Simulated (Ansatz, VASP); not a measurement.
## Al2Cu in VASP and in Ansatz

```xyz
3
Lattice="4.0842 0.0000 0.0000 0.0000 4.0842 0.0000 0.0000 0.0000 2.8464" Properties=species:S:1:pos:R:3 pbc="T T T"
Al    2.0421    0.0000    1.4232
Al    0.0000    2.0421    1.4232
Cu    0.0000    0.0000    0.0000
```

Alike in both runs: functional PBEsol; k mesh 10 × 10 × 14; occupations gaussian, width 0.1 eV; no spin polarisation.

Ansatz relaxed the structure, and its values are those at the end. VASP's run is a single point on that final structure, the one shown.

```csv
,VASP,Ansatz
version,VASP 6.6.1,Ansatz 0.2.0
potentials or method,"VASP PAW PBE potentials, release 64 (Al, Cu)","scalar-relativistic, plane waves, PAW"
plane-wave cutoff (eV),520,420
valence electrons in the cell,17,25
```

|  | VASP | Ansatz | Ansatz less VASP |
| --- | --- | --- | --- |
| gap on the k mesh at the Fermi level (eV) | none | none | - |
| pressure (GPa) | 0.1 | 0.0 | -0.07 |

A gap of «none» marks a metal or a gap that the smearing closes. The two sets of potentials don't hold the same shells in valence.

Caveats: the PAW data sets were made with another functional, which shifts forces and pressure a little (VASP).
